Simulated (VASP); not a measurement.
Set up this calculation in VASP 6.6.1, as the native input.

```yaml
Task: single point
Functional: PBE
Dispersion: D3(BJ)
Potentials_or_basis: VASP PAW PBE potentials, release 64 (Hg)
Cutoff: 520 eV
k_mesh: 6 × 6 × 4
Occupations: gaussian, width 0.1 eV
Spin: no spin polarisation
Dipole_correction: no
Further_INCAR_settings: ALGO = Normal; EDIFF = 1e-06; NBANDS = 19
```

The structure of Hg lies in POSCAR:

```
Hg
1.0
    3.4618096384      0.0000000000      0.0000000000
   -1.7309048192      2.9980150899      0.0000000000
    0.0000000000      0.0000000000      5.4875482800
Hg
2
Direct
    0.6666666700      0.3333333300      0.7500000000
    0.3333333300      0.6666666700      0.2500000000
```

One way to write it, as run:

INCAR

```
SYSTEM = Hg
  PREC = Accurate
  ENCUT = 520
  EDIFF = 1E-6
  ISMEAR = 0
  SIGMA = 0.1
  LREAL = .FALSE.
  LASPH = .TRUE.
  NELM = 60
  ALGO = Normal
  ISIF = 2
  LWAVE = .FALSE.
  LCHARG = .FALSE.
  GGA = PE
  IVDW = 12
  NBANDS = 19
```

KPOINTS

```
regular mesh
0
G
  6 6 4
  0 0 0
```

Potentials or basis: VASP PAW PBE potentials, release 64 (Hg).

Launch:

```console
$ cat potpaw_PBE.64/Hg/POTCAR > POTCAR
$ mpirun -np 1 vasp_std > vasp.out
```

It gave:

```json
{"Pressure": "-0.8 GPa", "Band gap on the k mesh": "none (metal or under the smearing width)", "Dispersion energy per atom": "-0.368 eV"}
```

Caveat: pairwise dispersion overbinds metals, which lowers pressure and volume.

It took 11 s on 1 thread of AMD EPYC 9R45 (Zen 5), on a shared host, peak memory 0.15 GiB.
